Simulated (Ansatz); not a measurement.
**Preparing C (Fd-3m) as a host crystal**

Aim: the runs on the perfect crystal C (Fd-3m) that a defect calculation needs first.

Program: Ansatz 0.2.0. Level of theory: plane-wave PAW DFT, PBEsol; relaxation of the host's cell and atoms; PAW set soft_1, in the first sound run; inputs show where later runs differ. Results are calculated unless marked as measured.

This is a report of a sequence of runs, with most program output left out.

### 1. The structure

Symmetry: Fd-3m, No. 227, cubic system. The conventional cell has a = 3.560 Å, b = 3.560 Å, c = 3.560 Å, α = 90.00°, β = 90.00°, γ = 90.00°. Nearest to C lie 4 C at 1.54 Å.

Coordinates:

```cif
data_structure
_symmetry_space_group_name_H-M 'P 1'
_symmetry_Int_Tables_number 1
_cell_length_a 2.5173
_cell_length_b 2.5173
_cell_length_c 2.5173
_cell_angle_alpha 60.000
_cell_angle_beta 60.000
_cell_angle_gamma 60.000
_cell_volume 11.28
loop_
_atom_site_label
_atom_site_type_symbol
_atom_site_fract_x
_atom_site_fract_y
_atom_site_fract_z
_atom_site_occupancy
C1 C 0.00000 0.00000 0.00000 1
C2 C 0.25000 0.25000 0.25000 1
```

### 2. Host cell relaxation

Cell and atoms are relaxed together, until forces and stress fall under their thresholds.

Contents of cell/input.yaml:

```yaml
crystal:
  lattice:
    - [0.0, 1.78, 1.78]
    - [1.78, 0.0, 1.78]
    - [1.78, 1.78, 0.0]
  atoms:
    - { symbol: C, position: [0.0, 0.0, 0.0] }
    - { symbol: C, position: [0.25, 0.25, 0.25] }
basis:
  ecutwfc: 420
  xc_grid: 2
hamiltonian:
  xc: pbesol
  pseudopotentials: { kind: paw, azcp: { folder: soft_1 }, xc_functional: pbe }
kpoints:
  mp_grid: { grid: [13, 13, 13] }
scf:
  occupations: { method: fixed }
  max_iter: 100
relax:
  f_tol: 0.005
  max_steps: 60
  cell: {}
output:
  forces: true
  stress: true
checkpoint:
  write: "../cell.run"
  compress: false
  write_wavefunctions: false
  write_every: 100000
```

Started as:

```
> ansatz run input.yaml --threads 32 --pin off --max-ram 84787MiB --backend cuda --events-out ev --progress --plain --runs-dir out --max-vram 78GiB
```

Wall time 1.6 s (1 × NVIDIA GB200 with 32 threads of Arm Neoverse V2, shared host); peak memory 0.97 GiB.

Relaxation path:

| step | energy less that of the first step (eV) | largest force component (eV/Å) | pressure (GPa) | volume (Å³) |
| --- | --- | --- | --- | --- |
| 1 | 0.0000 | 0.0000 | -2.38 | 11.28 |
| 2 | -0.0005 | 0.0000 | -0.92 | 11.24 |
| 3 | -0.0007 | 0.0000 | 0.00 | 11.22 |
| 4* | -0.0004 | 0.0000 | -0.04 | 11.22 |

Relaxation steps marked * repeat the geometry before them on a plane-wave basis chosen anew for their cell, so energy and pressure can jump there.

Forces are held to the 48 operations that the run works with; a distortion that breaks them can't arise in this run.

| conventional cell, symmetrised | before | after | change |
| --- | --- | --- | --- |
| a (Å) | 3.560 | 3.554 | -0.2 % |
| b (Å) | 3.560 | 3.554 | -0.2 % |
| c (Å) | 3.560 | 3.554 | -0.2 % |
| volume (Å³/atom) | 5.64 | 5.61 | -0.5 % |

The relaxed structure:

```cif
data_structure
_symmetry_space_group_name_H-M 'P 1'
_symmetry_Int_Tables_number 1
_cell_length_a 2.5129
_cell_length_b 2.5129
_cell_length_c 2.5129
_cell_angle_alpha 60.000
_cell_angle_beta 60.000
_cell_angle_gamma 60.000
_cell_volume 11.22
loop_
_atom_site_label
_atom_site_type_symbol
_atom_site_fract_x
_atom_site_fract_y
_atom_site_fract_z
_atom_site_occupancy
C1 C 0.00000 0.00000 0.00000 1
C2 C 0.25000 0.25000 0.25000 1
```

Numbers from this step:

| Quantity | Value |
| --- | --- |
| pressure | -0.03667 GPa |

### 3. Dielectric tensors of the host

The response to a uniform electric field gives the electronic dielectric tensor.

This step: plane-wave PAW DFPT, PBEsol; dielectric tensors, Born charges and zone-centre modes of the host; PAW set soft_1 (Ansatz 0.2.0).

Contents of eps/input.yaml:

```yaml
crystal:
  lattice:
    - [0.0, 1.7768809742, 1.7768809742]
    - [1.7768809742, 0.0, 1.7768809742]
    - [1.7768809742, 1.7768809742, 0.0]
  atoms:
    - { symbol: C, position: [0.0, 0.0, 0.0] }
    - { symbol: C, position: [0.25, 0.25, 0.25] }
basis:
  ecutwfc: 420
hamiltonian:
  xc: pbesol
  pseudopotentials: { kind: paw, azcp: { folder: soft_1 }, xc_functional: pbe }
kpoints:
  mp_grid: { grid: [11, 11, 11] }
scf:
  occupations: { method: fixed }
  max_iter: 100
phonons:
  method: dfpt
  dielectric: true
  rigid_motions: translations
```

It took 6 s on 1 × NVIDIA GB200 with 32 threads; peak memory 1.2 GiB.

Electronic dielectric tensor:

```
5.87 0.00 0.00
0.00 5.87 0.00
0.00 0.00 5.87
```

Static dielectric tensor:

```
5.87 0.00 0.00
0.00 5.87 0.00
0.00 0.00 5.87
```

The electronic dielectric tensor is isotropic, 5.87. The static dielectric tensor is isotropic, 5.87.

### 4. Host on a dense mesh

This step: plane-wave PAW DFT, PBEsol; single point of the defect-free host, a test of the k-point sampling; PAW set soft_1 (Ansatz 0.2.0).

Contents of dense/input.yaml:

```yaml
crystal:
  lattice:
    - [0.0, 1.7768809742, 1.7768809742]
    - [1.7768809742, 0.0, 1.7768809742]
    - [1.7768809742, 1.7768809742, 0.0]
  atoms:
    - { symbol: C, position: [0.0, 0.0, 0.0] }
    - { symbol: C, position: [0.25, 0.25, 0.25] }
basis:
  ecutwfc: 420
  xc_grid: 2
hamiltonian:
  xc: pbesol
  pseudopotentials: { kind: paw, azcp: { folder: soft_1 }, xc_functional: pbe }
kpoints:
  mp_grid: { grid: [13, 13, 13] }
scf:
  occupations: { method: fermi_dirac, width: 0.01 }
  max_iter: 100
  lower_state_search: "off"
checkpoint:
  write: "../dense.run"
  compress: false
  write_wavefunctions: false
  write_every: 100000
```

It took 0.86 s on 1 × NVIDIA GB200 with 32 threads; peak memory 0.88 GiB; 1.6 s of CPU time.

### 5. Defect free supercell at the zone centre

The supercell is run at the zone centre, to see how far that sampling misses the dense mesh.

System of this step: C (Fd-3m). The cell holds 128 atoms: 128 C. Its edges and angles: a = 10.052 Å, b = 10.052 Å, c = 10.052 Å, α = 60.0°, β = 60.0°, γ = 60.0°.

Contents of pristine.sampling_gamma/input.yaml:

```yaml
crystal:
  lattice:
    - [0.0, 7.1075238969, 7.1075238969]
    - [7.1075238969, 0.0, 7.1075238969]
    - [7.1075238969, 7.1075238969, 0.0]
  atoms:
    - { symbol: C, position: [0.0, 0.0, 0.0] }
    - { symbol: C, position: [0.0625, 0.0625, 0.0625] }
    - { symbol: C, position: [0.0, 0.0, 0.25] }
    - { symbol: C, position: [0.0625, 0.0625, 0.3125] }
    - { symbol: C, position: [0.0, 0.0, 0.5] }
    - { symbol: C, position: [0.0625, 0.0625, 0.5625] }
    - { symbol: C, position: [0.0, 0.0, 0.75] }
    - { symbol: C, position: [0.0625, 0.0625, 0.8125] }
    - { symbol: C, position: [0.0, 0.25, 0.0] }
    - { symbol: C, position: [0.0625, 0.3125, 0.0625] }
    - { symbol: C, position: [0.0, 0.25, 0.25] }
    - { symbol: C, position: [0.0625, 0.3125, 0.3125] }
    - { symbol: C, position: [0.0, 0.25, 0.5] }
    - { symbol: C, position: [0.0625, 0.3125, 0.5625] }
    - { symbol: C, position: [0.0, 0.25, 0.75] }
    - { symbol: C, position: [0.0625, 0.3125, 0.8125] }
    - { symbol: C, position: [0.0, 0.5, 0.0] }
    - { symbol: C, position: [0.0625, 0.5625, 0.0625] }
    - { symbol: C, position: [0.0, 0.5, 0.25] }
    - { symbol: C, position: [0.0625, 0.5625, 0.3125] }
    - { symbol: C, position: [0.0, 0.5, 0.5] }
    - { symbol: C, position: [0.0625, 0.5625, 0.5625] }
    - { symbol: C, position: [0.0, 0.5, 0.75] }
    - { symbol: C, position: [0.0625, 0.5625, 0.8125] }
    - { symbol: C, position: [0.0, 0.75, 0.0] }
    - { symbol: C, position: [0.0625, 0.8125, 0.0625] }
    - { symbol: C, position: [0.0, 0.75, 0.25] }
    - { symbol: C, position: [0.0625, 0.8125, 0.3125] }
    - { symbol: C, position: [0.0, 0.75, 0.5] }
    - { symbol: C, position: [0.0625, 0.8125, 0.5625] }
[... 92 atom lines left out ...]
    - { symbol: C, position: [0.75, 0.75, 0.25] }
    - { symbol: C, position: [0.8125, 0.8125, 0.3125] }
    - { symbol: C, position: [0.75, 0.75, 0.5] }
    - { symbol: C, position: [0.8125, 0.8125, 0.5625] }
    - { symbol: C, position: [0.75, 0.75, 0.75] }
    - { symbol: C, position: [0.8125, 0.8125, 0.8125] }
basis:
  ecutwfc: 420
  xc_grid: 2
hamiltonian:
  xc: pbesol
  pseudopotentials: { kind: paw, azcp: { folder: soft_1 }, xc_functional: pbe }
kpoints:
  mp_grid: { grid: [1, 1, 1] }
scf:
  occupations: { method: fermi_dirac, width: 0.01 }
  max_iter: 100
  lower_state_search: "off"
checkpoint:
  write: "../pristine.sampling_gamma.run"
  compress: false
  write_wavefunctions: false
  write_every: 100000
```

Wall time 1.1 s (1 × NVIDIA GB200 with 32 threads); peak memory 1.1 GiB; 2.3 s of CPU time.

### 6. Defect free supercell at the quarter point

The supercell is run at one point off the zone centre, to see how far that sampling misses the dense mesh.

pristine.sampling_quarter/input.yaml, as its differences from pristine.sampling_gamma/input.yaml of step 5:

```diff
@@ -50,3 +50,3 @@
 kpoints:
-  mp_grid: { grid: [1, 1, 1] }
+  mp_grid: { grid: [1, 1, 1], shift: [0.25, 0.25, 0.25] }
 scf:
@@ -56,3 +56,3 @@
 checkpoint:
-  write: "../pristine.sampling_gamma.run"
+  write: "../pristine.sampling_quarter.run"
   compress: false
```

The job ended after 1.6 s (1 × NVIDIA GB200 with 32 threads; peak memory 1.2 GiB).

### 7. Results

```yaml
primitive_cell_vectors_lengths: 2.513, 2.513, 2.513 Å
electronic_dielectric_constant: 5.87
static_dielectric_constant: 5.87
gap_on_the_k_mesh_of_the_response_run_pbesol: 4.03 eV
energy_an_atom_at_the_zone_centre_alone_less_that_on_the_dense_mesh: 0.068 eV
energy_an_atom_at_one_point_at_less_that_on_the_dense_mesh: 0.034 eV
```

What this shows: Step 2: The cell shrank by 0.5 % in volume. The k-mesh can miss the band edges, so this gap is an upper bound at this level. All at zero temperature.

[Logs are printed without paths, hosts, clocks, repeated set-up lines and the standing remarks that a program may print on its own settings, such as how far it seeks lower states.]

[Hosts, paths, dates, database ids (printed as entryN), source tags and the programs' standing remarks are cut or masked in the printed files.]

[Runs of the host that timed out are not shown.]

[For some hosts the program warned that the k-mesh of the response run may be too coarse for force constants and the static dielectric constant; such warnings are not always shown.]
